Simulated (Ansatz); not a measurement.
**Si(111) with Br on 50 % of the top atoms and H on the rest: bands and core levels**

Aim: core-level components, unfolded bands and work function of Si(111) with Br on 50 % of the top atoms and H on the rest.

Calculated with Ansatz 0.2.0; DFT, PBE, plane-wave PAW, scalar-relativistic; PAW set soft_1.

Most raw output is cut from this account.

## (1) Set-up

The cell holds 32 atoms: 2 Br, 6 H and 24 Si. Its edges and angles: a = 7.679 Å, b = 7.679 Å, c = 24.774 Å, α = 90.0°, β = 90.0°, γ = 60.0°. It derives from Si. How the cell was made: terminated face; group: Br; share of top atoms: 0.5; rest: H; oxygen in back bonds: 0; lower face: H. Regions: ad, 4 atoms (2 Br and 2 H); L1, 4 atoms (4 Si); L2, 4 atoms (4 Si); L3, 4 atoms (4 Si); mid, 4 atoms (4 Si); rest, 12 atoms (8 Si and 4 H). Vacuum lies along c.

## (2) Relaxation

Levels and vacuum steps follow bond lengths, so the atoms are relaxed first. 12 atoms are held to stand for the bulk. A dipole correction cancels the field between unlike faces.

Input file input.yaml:

```yaml
crystal:
  lattice:
    - [7.6791796437, 0.0, 0.0]
    - [3.8395898218, 6.6503646517, 0.0]
    - [0.0, 0.0, 24.7737769138]
  atoms:
    - { symbol: Br, position: [0.0, 0.0, 0.717443165] }
    - { symbol: Br, position: [0.5, 0.0, 0.717443165] }
    - { symbol: H, position: [0.0, 0.5, 0.681518082] }
    - { symbol: H, position: [0.5, 0.5, 0.681518082] }
    - { symbol: Si, position: [0.0, 0.0, 0.626217672] }
    - { symbol: Si, position: [0.5, 0.0, 0.626217672] }
    - { symbol: Si, position: [0.0, 0.5, 0.626217672] }
    - { symbol: Si, position: [0.5, 0.5, 0.626217672] }
[... 20 atom lines left out ...]
    - { symbol: H, position: [0.0, 0.0, 0.282556835] }
    - { symbol: H, position: [0.5, 0.0, 0.282556835] }
    - { symbol: H, position: [0.0, 0.5, 0.282556835] }
    - { symbol: H, position: [0.5, 0.5, 0.282556835] }
kpoints:
  mp_grid: { grid: [3, 3, 1] }
scf:
  occupations: { method: fermi_dirac, width: 0.02 }
  n_extra_bands: 23
hamiltonian:
  xc: pbe
  pseudopotentials: { kind: paw, azcp: { folder: soft_1 } }
output:
  forces: true
  write_potential: true
  volumetric_format: []
efield:
  axis: 3
  dipole_correction: true
relax:
  f_tol: 0.03
  max_steps: 70
  constraints: [{ sites: [20, 21, 22, 23, 24, 25, 26, 27, 28, 29, 30, 31] }]
```

Command:

```
$ ansatz run input.yaml --threads 4 --pin off --max-ram 11264MiB --backend cpu --events-out ev --progress --plain --runs-dir out
```

Elapsed: 16 s, on 4 threads of AMD EPYC 9B45 (Zen 5), shared host; peak memory 2.2 GiB.

Step by step:

| step | energy less that of the first step (eV) | largest force component (eV/Å) |
| --- | --- | --- |
| 1 | 0.0000 | 2.8325 |
| 2 | -0.2908 | 1.0740 |
| 3 | -0.3477 | 0.1023 |
| 4 | -0.3487 | 0.0155 |

The run keeps the 4 symmetry operations that it works with, so distortions that break them were not tested.

The atoms that moved most (Å):

| atom | dx | dy | dz | length |
| --- | --- | --- | --- | --- |
| H4 | 0.000 | 0.003 | 0.182 | 0.182 |
| H3 | 0.000 | 0.003 | 0.182 | 0.182 |
| Si7 | 0.000 | -0.005 | 0.053 | 0.054 |
| Si8 | 0.000 | -0.005 | 0.053 | 0.054 |
| Si10 | 0.000 | 0.012 | 0.042 | 0.044 |
| Si9 | 0.000 | 0.012 | 0.042 | 0.044 |
| Si12 | 0.000 | -0.015 | 0.036 | 0.039 |
| Si11 | 0.000 | -0.015 | 0.036 | 0.039 |

Numbers from this step:

```yaml
free_energy: -20922.2471 eV
fermi_energy: 0.2573 eV
symmetry_operations: 4
gap_on_the_k_mesh: 1.075 eV
ionisation_potential_upper_face: 5.322 eV
upper_vacuum_level_less_the_lowest_empty_level_kohn_sham_affinity: 4.247 eV
ionisation_potential_lower_face: 4.645 eV
```

The relaxation ends 11 meV an atom lower, with a largest force component of 0.016 eV/Å on the free atoms.

## (3) Layer-resolved bands, DOS and potential

The main run: bands along the zone's path, each state's share in the top and middle regions, the DOS and the planar potential. The cell holds 4 small cells, so the bands are unfolded.

Input file input.yaml:

```yaml
crystal:
  lattice:
    - [7.6791796437, 0.0, 0.0]
    - [3.8395898218, 6.6503646517, 0.0]
    - [0.0, 0.0, 24.7737769138]
  atoms:
    - { symbol: Br, position: [0.0002113293, -0.0004226587, 0.7176148627] }
    - { symbol: Br, position: [0.5002113293, -0.0004226587, 0.7176148627] }
    - { symbol: H, position: [-0.0002474268, 0.5004948537, 0.6888599581] }
    - { symbol: H, position: [0.4997525732, 0.5004948537, 0.6888599581] }
    - { symbol: Si, position: [-0.0001660556, 0.0003321113, 0.626387956] }
    - { symbol: Si, position: [0.4998339444, 0.0003321113, 0.626387956] }
    - { symbol: Si, position: [0.0003957263, 0.4992085473, 0.6283674497] }
    - { symbol: Si, position: [0.5003957263, 0.4992085473, 0.6283674497] }
[... 20 atom lines left out ...]
    - { symbol: H, position: [0.0, 0.0, 0.282556835] }
    - { symbol: H, position: [0.5, 0.0, 0.282556835] }
    - { symbol: H, position: [0.0, 0.5, 0.282556835] }
    - { symbol: H, position: [0.5, 0.5, 0.282556835] }
kpoints:
  mp_grid: { grid: [3, 3, 1] }
scf:
  occupations: { method: fermi_dirac, width: 0.02 }
  n_extra_bands: 36
hamiltonian:
  xc: pbe
  pseudopotentials: { kind: paw, azcp: { folder: soft_1 } }
output:
  forces: true
  write_potential: true
  volumetric_format: []
  dos:
    projected:
      site_lists:
        adsorbate: [0, 1, 2, 3]
        layer_1: [4, 5, 6, 7]
        layer_2: [8, 9, 10, 11]
        layer_3: [12, 13, 14, 15]
        middle: [16, 17, 18, 19]
        other_layers: [20, 21, 22, 23, 24, 25, 26, 27, 28, 29, 30, 31]
    de: 0.05
    e_range: [-30, 12]
    method: { smearing: { sigma: 0.12, scheme: gaussian } }
  eigenstates:
    kpoints:
      - [0.33333333, -0.33333333, 0.0]
      - [0.25, -0.375, 0.0]
      - [0.16666667, -0.41666667, 0.0]
      - [0.08333333, -0.45833333, 0.0]
      - [0.0, 0.5, 0.0]
      - [-0.08333333, 0.45833333, 0.0]
      # [... 29 more points ...]
      - [0.25, 0.5, 0.0]
      - [0.29166667, -0.41666667, 0.0]
    e_range: [-8.0, 6.0]
    unfold:
      supercell_matrix: [[2, 0, 0], [0, 2, 0], [0, 0, 1]]
      layers:
        axis: 3
        edges: [0.121096, 0.389654, 0.394798, 0.605373, 0.612327, 0.879073]
efield:
  axis: 3
  dipole_correction: true
```

Elapsed: 78 s, on 4 threads; peak memory 4.6 GiB; 5.1 min of CPU time.

This step gave:

```
zero of energy                                 : valence-band maximum
share of occupied states in no projected shell : 0.0111 of the occupied states in the window
```

A(k,E), total over k along the path and E. Zero: valence-band maximum.

Ten even steps from '0' (0.0 eV⁻¹) to '9' (7.3 eV⁻¹), each cell a mean:
```
323444345621112464221111111333
222366762363224664333322213432
001124556569998533211222333200
012111134555555432221111124210
432333334454334432232000132234
111110000012331122223444332111
000000000000000001222223310000
000000000000000000001111000000
000000000000100000000000000000
000000000135653210000000000000
000000013456565322210000000000
000112244554335654433322210000
222112433321001333333344333222
333345433310000232223333333333
333343233100000023222222243333
334333322222221122322223333433
555432110000000001222222223445
100001100000000000110000000001
000011111111111111101000000000
001112000000000000011100000000
222211122111111122111223333332
110111000000000000001111111111
```
Columns: k along the path (Å⁻¹) from 0 to 2.58; rows upwards: E (eV) from -7.17 to 5.00.

A(k,E), top over k along the path and E. Zero: valence-band maximum.

Values in eV⁻¹, 12 rows by 16 columns, each cell a mean:
```
0.54 0.53 0.79 0.78 0.65 0.76 0.54 0.61 0.86 0.50 0.46 0.36 0.33 0.25 0.60 0.58
0.15 0.28 0.38 0.56 0.71 0.80 1.04 0.98 0.53 0.41 0.28 0.34 0.37 0.46 0.34 0.14
0.43 0.36 0.35 0.37 0.40 0.51 0.47 0.50 0.51 0.41 0.39 0.29 0.23 0.43 0.34 0.42
0.05 0.05 0.04 0.04 0.06 0.08 0.19 0.13 0.10 0.18 0.30 0.41 0.48 0.25 0.13 0.06
0.01 0.01 0.01 0.01 0.02 0.05 0.19 0.11 0.03 0.02 0.03 0.04 0.04 0.02 0.01 0.01
0.03 0.02 0.03 0.06 0.26 0.60 0.68 0.67 0.42 0.22 0.15 0.06 0.05 0.03 0.03 0.03
0.44 0.36 0.43 0.62 0.73 0.70 0.60 0.64 0.77 0.68 0.59 0.62 0.62 0.54 0.44 0.44
0.74 0.76 0.82 0.82 0.76 0.52 0.39 0.42 0.63 0.70 0.73 0.68 0.63 0.69 0.67 0.76
0.75 0.95 0.84 0.62 0.48 0.39 0.39 0.38 0.39 0.61 0.60 0.66 0.77 0.82 0.96 0.73
0.37 0.21 0.22 0.22 0.12 0.11 0.11 0.11 0.11 0.15 0.26 0.25 0.23 0.20 0.22 0.37
0.07 0.14 0.27 0.27 0.26 0.26 0.27 0.27 0.27 0.28 0.29 0.17 0.03 0.04 0.05 0.06
0.28 0.26 0.20 0.14 0.14 0.14 0.15 0.15 0.15 0.15 0.17 0.29 0.32 0.31 0.30 0.28
```
Columns: k along the path (Å⁻¹) from 0 to 2.58; rows upwards: E (eV) from -7.17 to 5.00.

A(k,E), middle over k along the path and E. Zero: valence-band maximum.

Ten even steps from '_' (0.02 eV⁻¹) to '@' (3.11 eV⁻¹), each cell a mean:
```
::::--++--==--==++**..________--++::..............__..----::
::::::==####%%**::::++::....--**++==========----::..--==--::
____....--++**++##****@@@@@@%%**==--::....::::::--==::::____
__..::::....::--++++**######**++--::--::....::::::--**--..__
++==--====++++++++**##++--==++==----::----..____::------==++
::::::::....________..--====::::--::::::==++========::::::::
________________________..________::----::::----==::________
________________________________________..::::::____________
________________________....________________________________
__________________..--++**++==::..__________________________
______________..----++**####++--::::::::..__________________
______..::::--==++****++--==####**==----------::::..________
::::::....::====------______::----====------====--==--::::::
--==----==++==------__________::::::::::--========----------
::::----==--::::::______________::::..::::::::::--==------::
..::::::::::::::::..............::::::........::::::----::..
======--::..::::__________________..::..............::======
....______::..______________________..::________________....
________::..__........................__::__________________
____..::....__________________________....::________________
----::......::::::::::::::::::::::::::....::----==========--
::......::..__________________________..::................::
```
Columns: k along the path (Å⁻¹) from 0 to 2.58; rows upwards: E (eV) from -7.17 to 5.00.

A(k,E), bottom over k along the path and E. Zero: valence-band maximum.

Ten even steps from '0' (0.01 eV⁻¹) to '9' (2.57 eV⁻¹), each cell a mean:
```
322334345510001364332111101333
222345553473335764333211113422
001123445459998422111122232100
011100124443333321110111123100
321122222343234322121000121123
000000000001220012223433321100
000000000000000000111112100000
000000000000000000000000000000
000000000000100000000000000000
000000000024653110000000000000
000000002345445321110000000000
000011133332113433332211100000
000001332310000221122333321000
111124322100000121111122222111
222342131000000013211000123222
344323311111111111332222222443
443331000000000000112223333344
000000000000000000000000000000
000010111111111111101000000000
000112000000000000011100000000
121211111111111111111112222222
010011000000000000001110000000
```
Columns: k along the path (Å⁻¹) from 0 to 2.58; rows upwards: E (eV) from -7.17 to 5.00.

Peaks of A(k,E) at the labelled points: for each region the eleven nearest the zero at most, each over 6 % of that point's highest, less those above the energy where the solved bands run out; weight and spread sum the levels within three half widths or 0.3 eV, so near peaks share levels. Peaks of the spectral function, the first 40 of 132 rows:

```csv
point,weight on,E (eV),A (1/eV),weight near the peak,rms spread of levels (eV)
K,total,-3.97,5.086,2.893,0.177
K,total,-3.77,4.507,2.093,0.124
K,total,-3.17,4.184,1.417,0.084
K,total,-3.01,2.97,1.523,0.127
K,total,-2.55,3.225,0.995,0.091
K,total,-2.19,3.639,1.297,0.106
K,total,-1.89,1.349,0.929,0.199
K,total,-1.65,1.765,0.56,0.108
K,total,2.07,3.299,0.78,-
K,total,2.59,6.731,2.162,0.058
K,total,3.41,0.817,0.171,0.044
K,top,-3.77,1.372,0.421,0.09
K,top,-3.15,0.877,0.446,0.082
K,top,-2.99,1.397,0.508,0.132
K,top,-2.55,1.078,0.343,0.096
K,top,-2.19,0.867,0.314,0.112
K,top,-1.87,0.689,0.455,0.184
K,top,-1.65,0.995,0.342,0.11
K,top,-1.21,0.249,0.049,0
K,top,2.07,0.737,0.177,-
K,top,2.59,1.054,0.338,0.06
K,top,3.41,0.215,0.05,0.061
K,middle,-3.97,1.046,0.755,0.196
K,middle,-3.77,1.133,0.444,0.123
K,middle,-3.17,1.812,0.565,0.079
K,middle,-2.55,1.506,0.479,0.089
K,middle,-2.41,1.175,0.831,0.16
K,middle,-2.19,2.026,0.748,0.107
K,middle,-1.65,0.646,0.18,0.101
K,middle,2.07,2.156,0.516,0
K,middle,2.59,3.777,1.208,0.058
K,middle,3.41,0.385,0.078,0.03
K,middle,4.05,0.692,0.35,0.13
K,bottom,-4.43,0.767,0.189,0.079
K,bottom,-3.97,3.268,1.141,0.105
K,bottom,-3.77,1.825,1.15,0.113
K,bottom,-3.17,1.424,0.382,0.06
K,bottom,-2.55,0.601,0.162,0.072
K,bottom,-2.19,0.646,0.202,0.092
K,bottom,2.07,0.373,0.08,0
```

The DOS has structure finer than the step of the table below, so its rows give means over 1 eV, whole bins alone (the curve runs from -16.9 to 4.76 eV). Peaks (eV: height): total -6.5: 29.0, -2.5: 25.1, -1.5: 25.3, 4.3: 42.0; Si 3p -4.1: 16.5, -2.4: 17.5, -1.5: 19.3, 4.3: 22.5; Si 3s -9.5: 9.47, -8.9: 12.2, -8.2: 8.41, -6.5: 12.2; Br 4p -3.0: 3.12, -2.5: 5.62, -2.1: 4.32, -1.5: 4.45; H 1s -6.5: 1.78, -5.3: 1.42, -3.9: 2.57, 3.5: 1.40.

The DOS by E, zero at the valence-band maximum; means over each step; values in states/eV/cell:

```
E (eV)  total   Si 3p   Si 3s   Br 4p     H 1s    Br 4s
   -16      0       0       0       0        0   2.3e-5
   -15   4.00   0.340   0.224  0.0205   8.3e-4     3.41
   -14      0       0       0       0        0   1.4e-5
   -13      0       0       0       0        0        0
   -12  0.177  0.0102   0.160  3.1e-4  0.00308   7.3e-4
   -11   3.95   0.711    3.07  0.0117   0.0905   0.0231
   -10   7.40    1.78    5.27  0.0354    0.213   0.0476
    -9   8.38    2.20    5.73  0.0580    0.291   0.0478
    -8   4.91    1.38    2.99  0.0879    0.368   0.0417
    -7   9.06    3.86    4.30   0.176    0.584   0.0462
    -6   7.81    3.66    3.14   0.265    0.609   0.0414
    -5   3.81    1.73    1.09   0.363    0.527   0.0394
    -4   16.2    11.0    1.24    1.83     1.85   0.0522
    -3   18.2    13.4   0.806    2.84    0.889  0.00670
    -2   20.2    15.3   0.679    3.61    0.397  0.00309
    -1   10.1    8.31   0.147    1.16    0.300  0.00125
     0   1.83    1.71  3.3e-4  0.0737   5.2e-5        0
     1   2.13    1.20   0.552  0.0306   0.0328  0.00421
     2   11.9    6.41    2.94   0.357    0.302   0.0480
     3   19.4    11.2    3.22   0.358    0.768   0.0587
     4   25.8    14.4    2.95   0.194    0.860   0.0297
```

This run's widths, added to any smearing of the DOS itself: Gaussian 0.45 eV, Lorentzian 0.1 eV plus 0.08 an eV of depth. Table of intensity by binding energy, zero at the valence-band maximum; values in % of the maximum within 13 eV:

```csv
binding energy (eV),21.2 eV,40.8 eV,1486.7 eV,5414.7 eV,5950 eV
-1,1.32,1.73,1.80,2.12,2.16
0,4.70,7.68,6.13,5.48,5.49
1,35.3,44.4,37.2,33.7,33.6
2,89.3,91.4,91.4,90.2,90.1
3,77.7,85.9,78.1,78.3,78.5
4,60.7,73.7,61.2,65.5,66.2
5,19.1,29.1,30.5,39.4,40.5
6,16.6,37.9,46.9,65.0,67.2
7,11.9,33.8,45.2,64.7,67.1
8,8.82,29.3,42.5,63.1,65.5
9,8.74,38.8,61.8,92.9,96.5
10,6.17,31.1,51.7,78.6,81.7
11,2.83,16.9,30.0,46.9,48.8
12,-,6.00,12.0,20.8,21.9
13,-,3.29,9.25,19.7,21.1
14,-,4.76,20.3,49.4,53.4
15,-,10.9,53.9,135,147
16,-,4.13,19.3,47.9,51.9
```

Maxima picked by a test of local sharpness, so broad peaks and shoulders can be missing; peaks within 0.45 eV of a curve's cut are left out. Valence peaks, by row:

```csv
photon energy (eV),binding energy (eV),height (% of the maximum within 13 eV),main shell,its share (%)
21.2,6.468,16.69,Br 4p,38.89
21.2,5.368,21.14,Br 4p,56.27
21.2,2.418,100,Br 4p,87.08
40.8,14.97,10.91,Br 4s,74.11
40.8,9.118,39.21,Si 3s,75.95
40.8,6.518,43.99,Si 3s,52.44
40.8,3.568,81.78,Si 3p,35.65
40.8,2.468,100,Br 4p,53.34
1487,15.02,54.16,Br 4s,94.51
1487,9.218,63.16,Si 3s,90.17
1487,6.518,57.2,Si 3s,77.81
1487,2.418,100,Br 4p,73.02
5415,15.02,136,Br 4s,97.12
5415,9.218,95.06,Si 3s,91.35
5415,6.568,80.73,Si 3s,84.51
5415,2.418,100,Br 4p,78.86
5950,15.02,147.3,Br 4s,97.26
5950,9.218,98.75,Si 3s,91.24
5950,6.568,83.58,Si 3s,84.7
5950,2.418,100,Br 4p,78.65
```

From the valence-band maximum. Planar mean, electrostatic potential against z:

| z (Å) | planar mean, electrostatic potential (eV) |
| --- | --- |
| 0.0 | 4.98 |
| 0.5 | 4.85 |
| 1.0 | 4.71 |
| 1.5 | 4.65 |
| 2.0 | 4.65 |
| 2.5 | 4.65 |
| 3.0 | 4.65 |
| 3.5 | 4.65 |
| 4.0 | 4.65 |
| 4.5 | 4.64 |
| 5.0 | 4.64 |
| 5.5 | 4.62 |
| 6.0 | 4.51 |
| 6.5 | 3.99 |
| 7.0 | 2.27 |
| 7.5 | 1.77 |
| 8.0 | -3.74 |
| 8.5 | -7.56 |
| 9.0 | -9.45 |
| 9.5 | -5.47 |
| 10.0 | -0.116 |
| 10.5 | 2.00 |
| 11.0 | -2.01 |
| 11.5 | -6.34 |
| 12.0 | -10.1 |
| 12.5 | -6.38 |
| 13.0 | -2.10 |
| 13.5 | 2.00 |
| 14.0 | -0.00784 |
| 14.5 | -5.44 |
| 15.0 | -9.54 |
| 15.5 | -7.72 |
| 16.0 | -3.83 |
| 16.5 | 1.84 |
| 17.0 | 1.85 |
| 17.5 | -0.348 |
| 18.0 | -0.0671 |
| 18.5 | 3.23 |
| 19.0 | 4.95 |
| 19.5 | 5.25 |
| 20.0 | 5.31 |
| 20.5 | 5.32 |
| 21.0 | 5.32 |
| 21.5 | 5.32 |
| 22.0 | 5.32 |
| 22.5 | 5.32 |
| 23.0 | 5.32 |
| 23.5 | 5.32 |
| 24.0 | 5.20 |
| 24.5 | 5.06 |

[end of part 1 of 3]

[Logs are printed without paths, hosts, clocks, repeated set-up lines and the standing remarks that a program may print on its own settings, such as how far it seeks lower states.]

[Hosts, paths, dates, database ids (printed as entryN), source tags and the programs' standing remarks are cut or masked in the printed files.]

[Maps of the electrostatic potential energy from Ansatz leave out the sawtooth potential of an applied field or a dipole correction, so their vacuum need not be flat; work functions include it.]
